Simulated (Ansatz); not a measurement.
**Clamped-ion strain scan in Al2Cu**

The calculation used DFT PBEsol, scalar-relativistic, plane waves, PAW (Ansatz 0.2.0). Settings: plane waves to 420 eV, k-mesh 16×16×16 (Γ-centred), Gaussian smearing 0.15 eV. No spin polarisation. Energies are free energies at this smearing, counted from the undisturbed cell; pressure is positive in compression.

Reference structure (relaxed at this level; it needn't be the usual structure):

```
Al Cu
1.0
    -2.02463    2.02463    2.86301
     2.02463   -2.02463    2.86301
     2.02463    2.02463   -2.86301
Al Cu
2 1
Direct
  0.75000 0.25000 0.50000
  0.25000 0.75000 0.50000
  0.50000 0.50000 0.00000
```

The cell is strained by ε times the Voigt pattern (0, 1, 0, 0, 0, 0) (xx, yy, zz, yz, xz, xy; engineering shear) with fractional coordinates fixed. The cell is metallic on the mesh throughout.

| ε | ΔE (meV/atom) | stress summed along the pattern (GPa, tension positive) | pressure (GPa) |
| --- | --- | --- | --- |
| -0.1000 | 120.4 | -26.37 | 14.8 |
| -0.0750 | 65.5 | -18.77 | 10.2 |
| -0.0500 | 28.1 | -11.95 | 6.3 |
| -0.0250 | 6.7 | -5.63 | 2.9 |
| 0.0000 | 0.0 | -0.02 | 0.0 |
| 0.0250 | 6.1 | 4.86 | -2.4 |
| 0.0500 | 23.2 | 9.03 | -4.3 |
| 0.0750 | 49.4 | 12.26 | -5.9 |
| 0.0875 | 65.1 | 13.51 | -6.5 |
| 0.1000 | 82.3 | 14.56 | -7.1 |